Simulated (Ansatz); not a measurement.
## Where the states of SnSe lie

```cif
data_structure
_symmetry_space_group_name_H-M 'P 1'
_symmetry_Int_Tables_number 1
_cell_length_a 5.1099
_cell_length_b 5.1099
_cell_length_c 6.1646
_cell_angle_alpha 90.000
_cell_angle_beta 90.000
_cell_angle_gamma 120.000
_cell_volume 139.40
loop_
_atom_site_label
_atom_site_type_symbol
_atom_site_fract_x
_atom_site_fract_y
_atom_site_fract_z
_atom_site_occupancy
Sn1 Sn 0.33333 0.66667 0.95541 1
Sn2 Sn 0.66667 0.33333 0.45541 1
Se1 Se 0.33333 0.66667 0.42059 1
Se2 Se 0.66667 0.33333 0.92059 1
```

The runs use the primitive cell with vectors (5.110, 0.000, 0.000), (-2.555, 4.425, 0.000), (0.000, 0.000, 6.165) Å, to which the k mesh refers.

The structure comes from a relaxation in the same program, started in the wurtzite type, and has space group P6_3mc. Whether it is a known phase or the ground state wasn't checked.

No spin–orbit coupling, which matters for the heavy atoms here.

Method: DFT, PBE, all-electron LAPW, scalar-relativistic (Ansatz 0.2.0).

Numerical set-up: a Γ-centred 11×11×6 k mesh, Fermi–Dirac smearing of 0.08 eV, basis error target 1 meV/atom, no spin polarisation.

States per eV and cell, averaged over 0.4 eV, from -7.7 to 4.9 eV, with energies (bin centres) from the valence-band top; empty bins are left out. The partial columns, the largest 3 alone, are projections on Löwdin-orthogonalised atomic shells (those that the program's projection atoms carry: the occupied ones and, for some elements, an empty d or f shell; other empty shells have no column), summed over atoms of an element. Weights on diffuse s and p shells depend on that basis and aren't pure angular character.

| E (eV) | total | Se 4p | Sn 5p | Sn 5s |
| --- | --- | --- | --- | --- |
| -7.6 | 2.21 | 0.64 | 0.03 | 1.50 |
| -7.2 | 4.06 | 1.04 | 0.07 | 2.82 |
| -6.8 | 2.36 | 0.53 | 0.04 | 1.62 |
| -6.4 | 0.87 | 0.17 | 0.01 | 0.59 |
| -6.0 | 0.36 | 0.06 | 0.00 | 0.25 |
| -5.6 | 0.14 | 0.01 | 0.00 | 0.10 |
| -4.8 | 0.08 | 0.04 | 0.03 | 0.00 |
| -4.4 | 1.80 | 1.04 | 0.72 | 0.03 |
| -4.0 | 3.26 | 2.01 | 1.19 | 0.03 |
| -3.6 | 3.23 | 2.13 | 1.05 | 0.02 |
| -3.2 | 2.96 | 2.05 | 0.83 | 0.03 |
| -2.8 | 4.72 | 3.49 | 1.08 | 0.08 |
| -2.4 | 4.31 | 3.41 | 0.70 | 0.12 |
| -2.0 | 1.81 | 1.13 | 0.39 | 0.24 |
| -1.6 | 1.49 | 0.80 | 0.35 | 0.29 |
| -1.2 | 2.34 | 1.34 | 0.45 | 0.46 |
| -0.8 | 2.80 | 1.58 | 0.53 | 0.55 |
| -0.4 | 1.16 | 0.73 | 0.13 | 0.26 |
| 0.0 | 0.05 | 0.03 | 0.01 | 0.01 |
| 0.8 | 0.88 | 0.08 | 0.67 | 0.02 |
| 1.2 | 3.94 | 0.52 | 2.82 | 0.13 |
| 1.6 | 2.78 | 0.42 | 1.98 | 0.07 |
| 2.0 | 4.21 | 0.77 | 3.03 | 0.06 |
| 2.4 | 3.77 | 0.89 | 2.51 | 0.05 |
| 2.8 | 2.70 | 0.68 | 1.74 | 0.03 |
| 3.2 | 3.51 | 0.89 | 2.16 | 0.04 |
| 3.6 | 3.36 | 0.95 | 1.97 | 0.02 |
| 4.0 | 2.90 | 0.89 | 1.63 | 0.02 |
| 4.4 | 1.53 | 0.44 | 0.75 | 0.01 |
| 4.8 | 1.38 | 0.24 | 0.40 | 0.00 |

(1) Which of the resolved shells contributes most in the top eV of the valence band?

Answers

(1) Se 4p, with 58 % of all states there; Sn 5s follows with 21 %.
